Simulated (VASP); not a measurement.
# ZrB3 (Pm-3m) in VASP: further runs

The runs below take ZrB3 through single point, relaxation of cell and atoms, with PBE.

All numbers are computed with VASP 6.6.1; they aren't measurements. Logs are shortened: lines on timing, memory, paths and dates and some standing lists are left out, and cuts for length are marked.

## 1. Starting point

Symmetry: Pm-3m, No. 221, cubic system. Conventional cell: a = 3.428 Å, b = 3.428 Å, c = 3.428 Å, α = 90.00°, β = 90.00°, γ = 90.00°. Zr (site symmetry m-3m) has 12 B at 2.42 Å as nearest neighbours. B (site symmetry 4/mmm) is surrounded by 4 Zr at 2.42 Å and 8 B at 2.42 Å.

The cell was built by a generator and needn't be a form met in nature.

## 2. Single point, PBE

INCAR

```
ALGO = Normal ; EDIFF = 1E-6
ENCUT = 520 ; GGA = PE
ISIF = 2 ; ISMEAR = 0
LASPH = True ; LCHARG = True
LELF = True ; LREAL = False
LVHAR = True ; LWAVE = False
NBANDS = 18 ; NELM = 100
PREC = Accurate ; SIGMA = 0.1
```

KPOINTS

```
k-points
0
Gamma
  6 6 6
```

POSCAR

```
ZrB3
1.0
    3.4277137845      0.0000000000      0.0000000000
    0.0000000000      3.4277137845      0.0000000000
    0.0000000000      0.0000000000      3.4274412456
Zr B
1 3
Direct
    0.0000000000      0.0000000000      0.0000000000
    0.0000000000      0.5000000000      0.5000000000
    0.5000000000      0.0000000000      0.5000000000
    0.5000000000      0.5000000000      0.0000000000
```

Potentials or basis: VASP PAW PBE potentials, release 64 (Zr_sv, B).

The run is started by

```sh
cat potpaw_PBE.64/Zr_sv/POTCAR potpaw_PBE.64/B/POTCAR > POTCAR
mpirun -np 1 vasp_std > vasp.out
```

OUTCAR:

```text
EDIFF = 1E-6
   ENCUT = 520
   GGA = PE
   ISIF = 2
   ISMEAR = 0
   LASPH = True
   LREAL = False
   NELM = 100
   PREC = Accurate

 ion  position               nearest neighbor table
   1  0.000  0.000  0.000-   2 2.42   3 2.42   2 2.42   3 2.42   2 2.42   2 2.42   3 2.42   3 2.42
                             4 2.42   4 2.42   4 2.42   4 2.42
   2  0.000  0.500  0.500-   1 2.42   1 2.42   1 2.42   1 2.42
   3  0.500  0.000  0.500-   1 2.42   1 2.42   1 2.42   1 2.42
   4  0.500  0.500  0.000-   1 2.42   1 2.42   1 2.42   1 2.42

  LATTYP: Found a simple tetragonal cell.
 ALAT       =     3.4277137845
 C/A-ratio  =     0.9999204896

  Lattice vectors:

 A1 = (   3.4277137845,   0.0000000000,   0.0000000000)
 A2 = (   0.0000000000,   3.4277137845,   0.0000000000)
 A3 = (   0.0000000000,   0.0000000000,   3.4274412456)

Analysis of symmetry for initial positions (statically):
=====================================================================
 Subroutine PRICEL returns:
 Original cell was already a primitive cell.

 Routine SETGRP: Setting up the symmetry group for a
 simple tetragonal supercell.

 Subroutine GETGRP returns: Found 16 space group operations
 (whereof 16 operations were pure point group operations)
 out of a pool of 16 trial point group operations.

The static configuration has the point symmetry D_4h.

Analysis of symmetry for dynamics (positions and initial velocities):
=====================================================================
 Subroutine PRICEL returns:
 Original cell was already a primitive cell.

 Routine SETGRP: Setting up the symmetry group for a
 simple tetragonal supercell.

 Subroutine GETGRP returns: Found 16 space group operations
 (whereof 16 operations were pure point group operations)
 out of a pool of 16 trial point group operations.

The dynamic configuration has the point symmetry D_4h.

 Subroutine INISYM returns: Found 16 space group operations
 (whereof 16 operations are pure point group operations),
 and found     1 'primitive' translations

----------------------------------------------------------------------------------------

                                     Primitive cell

  volume of cell :      40.2698

  direct lattice vectors                    reciprocal lattice vectors
     3.427713784  0.000000000  0.000000000     0.291739644  0.000000000  0.000000000
     0.000000000  3.427713784  0.000000000     0.000000000  0.291739644  0.000000000
     0.000000000  0.000000000  3.427441246     0.000000000  0.000000000  0.291762842

  length of vectors
     3.427713784  3.427713784  3.427441246     0.291739644  0.291739644  0.291762842

  position of ions in fractional coordinates (direct lattice)
     0.000000000  0.000000000  0.000000000
     0.000000000  0.500000000  0.500000000
     0.500000000  0.000000000  0.500000000
     0.500000000  0.500000000  0.000000000

  ion indices of the primitive-cell ions
   primitive index   ion index
                 1           1
                 2           2
                 3           3
                 4           4

----------------------------------------------------------------------------------------

 KPOINTS: k-points

Automatic generation of k-mesh.
 Grid dimensions read from file:
 generate k-points for:    6    6    6

 Generating k-lattice:

  Cartesian coordinates                     Fractional coordinates (reciprocal lattice)
     0.048623274  0.000000000  0.000000000     0.166666667  0.000000000  0.000000000
     0.000000000  0.048623274  0.000000000     0.000000000  0.166666667  0.000000000
     0.000000000  0.000000000  0.048627140     0.000000000  0.000000000  0.166666667

  Length of vectors
     0.048623274  0.048623274  0.048627140

  Shift w.r.t. Gamma in fractional coordinates (k-lattice)
     0.000000000  0.000000000  0.000000000

 Subroutine IBZKPT returns following result:
 ===========================================

 Found     40 irreducible k-points:

 Following reciprocal coordinates:
            Coordinates               Weight
  0.000000  0.000000  0.000000      1.000000
  0.166667  0.000000  0.000000      4.000000
  0.333333  0.000000  0.000000      4.000000
  0.500000  0.000000  0.000000      2.000000
  0.166667  0.166667  0.000000      4.000000
  0.333333  0.166667  0.000000      8.000000
[... 16 lines left out ...]
  0.333333  0.000000  0.333333      8.000000
  0.500000  0.000000  0.333333      4.000000
 [... further k-points ...]
   k-points           NKPTS =     40   k-points in BZ     NKDIM =     40   number of bands    NBANDS=     18
   number of dos      NEDOS =    301   number of ions     NIONS =      4
   total plane-waves  NPLWV =  21952
   dimension x,y,z NGX =    28 NGY =   28 NGZ =   28
   dimension x,y,z NGXF=    56 NGYF=   56 NGZF=   56
   ions per type =               1   3
   NGX,Y,Z   is equivalent  to a cutoff of  13.58, 13.58, 13.58 a.u.
   NGXF,Y,Z  is equivalent  to a cutoff of  27.16, 27.16, 27.16 a.u.
 SYSTEM =  unknown system
   PREC   = accura    normal or accurate (medium, high low for compatibility)
   ISTART =      0    job   : 0-new  1-cont  2-samecut
   ICHARG =      2    charge: 1-file 2-atom 10-const
   ISPIN  =      1    spin polarized calculation?
   LNONCOLLINEAR =      F non collinear calculations
   LSORBIT =      F    spin-orbit coupling
   LASPH  =      T    aspherical Exc in radial PAW
   ENCUT  =  520.0 eV  38.22 Ry    6.18 a.u.   6.37  6.37  6.37*2*pi/ulx,y,z
   NELM   =    100;   NELMIN=  2; NELMDL= -5     # of ELM steps
   EDIFF  = 0.1E-05   stopping-criterion for ELM
   LREAL  =      F    real-space projection
   EDIFFG = 0.1E-04   stopping-criterion for IOM
   NSW    =      0    number of steps for IOM
   IBRION =     -1    ionic relax: 0-MD 1-quasi-New 2-CG
   NFREE  =      0    steps in history (QN), initial steepest desc. (CG)
   ISIF   =      2    stress and relaxation
   ISYM   =      2    0-nonsym 1-usesym 2-fastsym
   POTIM  = 0.5000    time-step for ionic-motion
   TEBEG  =    0.0;   TEEND  =   0.0 temperature during run
   PSTRESS=    0.0 pullay stress
   NELECT =      21.0000    total number of electrons
   NUPDOWN=      -1.0000    fix difference up-down
   EMIN   =  10.00;   EMAX   =-10.00  energy-range for DOS
   EFERMI =   0.00;   METHOD = LEGACY
   ISMEAR =     0;   SIGMA  =   0.10  broadening in eV -4-tet -1-fermi 0-gaus
   EFERMI_NEDOS =   21; number of points for ismear=-14 and -15
   IALGO  =     38    algorithm
   IMIX   =      4    mixing-type and parameters
     AMIX     =   0.40;   BMIX     =  1.00
     AMIX_MAG =   1.60;   BMIX_MAG =  1.00
  volume/ion in A,a.u.               =      10.07        67.94
  Fermi-wavevector in a.u.,A,eV,Ry     =   1.317715  2.490121 23.624794  1.736373
  Thomas-Fermi vector in A             =   2.447737
   LORBIT       =      0    0 simple, 1 ext, 2 COOP (PROOUT), +10 PAW based schemes
   GGA     = PE    functional components
   LHFCALC =     F    Hartree Fock is set to
   AEXX    =    0.0000 exact exchange contribution
   IVDW    =     0    specifies the selected vdW correction
   LEPSILON=     F    determine dielectric tensor
   LRPA    =     F    only Hartree local field effects (RPA)
 non-spin polarized calculation
 Gauss-broadening in eV      SIGMA  =   0.10
  energy-cutoff  :      520.00
  volume of cell :       40.27
 maximum number of plane-waves:      1108
 NGX is ok and might be reduce to    28
   NGX = 13   NGY = 13   NGZ = 13

 number of electron      21.0000001 magnetization

 Free energy of the ion-electron system (eV)
  ---------------------------------------------------
  ext. energy  EPLUGINS =         0.00000000
  ---------------------------------------------------
  free energy    TOTEN  =       -26.69963669 eV

  energy without entropy =      -26.68767697  energy(sigma->0) =      -26.69365683

 E-fermi :   9.2528     XC(G=0): -12.1763

 val. band max:        9.2363574474   @ k =   0.3333   0.0000   0.0000
 cond. band min:       9.2874559636   @ k =   0.3333   0.1667   0.3333
 fundamental gap:      0.0510985162
 Fermi energy:         9.2528190047

 k-point     1 :       0.0000    0.0000    0.0000
  band No.  band energies     occupation
      1     -38.6968      2.00000
      2     -16.8302      2.00000
      3     -16.8302      2.00000
      4     -16.8300      2.00000
      5      -3.2873      2.00000
      6       4.5382      2.00000
[... 10 lines left out ...]
     17      15.4269      0.00000
     18      15.4282      0.00000

 k-point     2 :       0.1667    0.0000    0.0000
  band No.  band energies     occupation
      1     -38.6901      2.00000
      2     -16.9422      2.00000
      3     -16.8166      2.00000
      4     -16.8164      2.00000
      5      -2.8956      2.00000
      6       3.4837      2.00000
[... 10 lines left out ...]
     17      15.5424      0.00000
     18      16.1546      0.00000

 k-point     3 :       0.3333    0.0000    0.0000
  band No.  band energies     occupation
      1     -38.6765      2.00000
      2     -17.1577      2.00000
      3     -16.7891      2.00000
      4     -16.7889      2.00000
      5      -1.8254      2.00000
      6       1.6073      2.00000
[... 10 lines left out ...]
     17      14.6299      0.00000
     18      15.7676      0.00000

 k-point     4 :       0.5000    0.0000    0.0000
  band No.  band energies     occupation
      1     -38.6697      2.00000
      2     -17.2617      2.00000
      3     -16.7752      2.00000
      4     -16.7751      2.00000
      5      -0.3828      2.00000
      6      -0.1412      2.00000
[... 375 lines left out ...]
      4     -16.7762      2.00000
      5      -1.5235      2.00000
      6       1.7915      2.00000
[... 10 lines left out ...]
     17      15.6495      0.00000
     18      15.9459      0.00000

 k-point    23 :       0.3333    0.0000    0.3333
  band No.  band energies     occupation
      1     -38.6561      2.00000
      2     -17.1120      2.00000
      3     -17.1022      2.00000
      4     -16.7505      2.00000
      5      -0.8034      2.00000
      6       1.9499      2.00000
[... 10 lines left out ...]
     17      16.3133      0.00000
     18      16.7801      0.00000

 k-point    24 :       0.5000    0.0000    0.3333
  band No.  band energies     occupation
      1     -38.6493      2.00000
      2     -17.2084      2.00000
      3     -17.0900      2.00000
      4     -16.7375      2.00000
      5      -0.2713      2.00000
      6       1.4424      2.00000
[... 10 lines left out ...]
     17      16.0380      0.00000
     18      17.3793      0.00000

 [... further k-points ...]

------------------------ aborting loop because EDIFF is reached ----------------------------------------

  FORCE on cell =-STRESS in cart. coord.  units (eV):
  Direction    XX          YY          ZZ          XY          YZ          ZX
  --------------------------------------------------------------------------------------
  -------------------------------------------------------------------------------------
  Total        0.0209281      0.0209281      0.0237479      0.0000000      0.0000000      0.0000000
  in kB        0.8326471      0.8326471      0.9448354      0.0000000      0.0000000      0.0000000
  external PRESSURE =       0.8700432 kB  Pullay stress =       0.0000000 kB

 VOLUME and BASIS-vectors are now :
 -----------------------------------------------------------------------------
  energy-cutoff  :      520.00
  volume of cell :       40.27
      direct lattice vectors                 reciprocal lattice vectors
     3.427713784  0.000000000  0.000000000     0.291739644  0.000000000  0.000000000
     0.000000000  3.427713784  0.000000000     0.000000000  0.291739644  0.000000000
     0.000000000  0.000000000  3.427441246     0.000000000  0.000000000  0.291762842

 POSITION                                       TOTAL-FORCE (eV/Angst)
 -----------------------------------------------------------------------------------
      0.00000      0.00000      0.00000         0.000000      0.000000      0.000000
      0.00000      1.71386      1.71372         0.000000      0.000000      0.000000
      1.71386      0.00000      1.71372         0.000000      0.000000      0.000000
      1.71386      1.71386      0.00000         0.000000      0.000000      0.000000
 -----------------------------------------------------------------------------------
    total drift:                               -0.000000     -0.000000     -0.000000

  FREE ENERGIE OF THE ION-ELECTRON SYSTEM (eV)
  ---------------------------------------------------
  free  energy   TOTEN  =       -26.6996366914 eV

  energy  without entropy=      -26.6876769653  energy(sigma->0) =      -26.69365683
```

Wall time 29 s (1 thread of Intel Xeon Platinum 8488C (Sapphire Rapids), shared host); peak memory 0.16 GiB.

Results:

- Free energy: -26.6996 eV
- Pressure: 0.1 GPa
- Band gap on the k mesh: none (metal or under the smearing width)

Levels at points of the mesh, in eV from the Fermi level:
```csv
k point,band 6,band 7,band 8,band 9,band 10,band 11,band 12,band 13,band 14,band 15
"(0.00, 0.00, 0.00)",-4.71,-4.71,-2.81,-2.81,-2.81,2.43,2.43,2.43,2.81,2.81
"(0.50, 0.00, 0.00)",-9.39,-3.89,-3.89,-3.63,-0.81,0.89,0.89,2.61,2.83,2.99
"(0.50, 0.50, 0.00)",-6.43,-6.43,-6.12,-2.43,-2.43,0.94,1.17,2.96,2.96,3.25
"(0.00, 0.00, 0.50)",-9.39,-3.89,-3.89,-3.63,-0.81,0.89,0.89,2.62,2.83,2.99
"(0.50, 0.00, 0.50)",-6.43,-6.43,-6.12,-2.44,-2.43,0.94,1.17,2.96,2.96,3.25
"(0.50, 0.50, 0.50)",-7.21,-7.21,-6.23,-3.17,-3.17,-3.17,4.62,4.62,7.19,7.19
```

(Part 1 of 2 ends here.)
